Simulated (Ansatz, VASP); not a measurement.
**One calculation of Sn, two programs**

Contents of INCAR:

```
ALGO = Normal ; EDIFF = 1E-7
ENCUT = 520 ; GGA = PE
ISIF = 2 ; ISMEAR = -1
LASPH = T ; LCHARG = T
LELF = T ; LREAL = F
LVHAR = T ; LWAVE = F
NBANDS = 21 ; NELM = 60
PREC = Accurate ; SIGMA = 0.05
```

File KPOINTS:

```
k-points
0
Gamma
  7 7 7
```

Contents of POSCAR:

```
Sn
1.0
    0.0000000000      3.2333428000      3.2333428000
    3.2333428000      0.0000000000      3.2333428000
    3.2333428000      3.2333428000      0.0000000000
Sn
2
Direct
    0.7513240000      0.7590190000      0.7625880000
    0.4946710000      0.5090020000      0.5000090000
```

input.yaml

```yaml
crystal:
  lattice:
    - [0.0, 3.2333428, 3.2333428]
    - [3.2333428, 0.0, 3.2333428]
    - [3.2333428, 3.2333428, 0.0]
  atoms:
    - { symbol: Sn, position: [0.751324, 0.759019, 0.762588] }
    - { symbol: Sn, position: [0.494671, 0.509002, 0.500009] }
hamiltonian:
  xc: pbe
  pseudopotentials: { kind: paw }
kpoints:
  mp_grid: { grid: [7, 7, 7] }
scf:
  occupations: { method: fermi_dirac, width: 0.05 }
output:
  forces: true
  stress: true
  eigenvalues: true
```

Change from the starting cell: atoms moved at random, drawn with an rms of 0.05 Å.

Alike in both runs: task single point; functional PBE; k mesh 7 × 7 × 7; occupations fermi-dirac, width 0.05 eV; no spin polarisation.

|  | VASP | Ansatz |
| --- | --- | --- |
| version | VASP 6.6.1 | Ansatz 0.2.0 |
| potentials or method | VASP PAW PBE potentials, release 64 (Sn_d) | Ansatz PAW |
| plane-wave cutoff (eV) | 520 | 420 |
| valence electrons in the cell | 28 | 28 |

|  | VASP | Ansatz | Ansatz less VASP |
| --- | --- | --- | --- |
| gap on the k mesh at the Fermi level (eV) | none | none | - |
| pressure (GPa) | 3.9 | 3.9 | +0.06 |
| largest component of the traceless stress (GPa) | 1.51 | 1.52 | +0.004 |
| rms of the force components (eV/Å) | 0.337 | 0.337 | +0.0005 |

Atom by atom the forces differ by 0.001 eV/Å (rms over components). A gap of «none» marks a metal or a gap that the smearing closes.
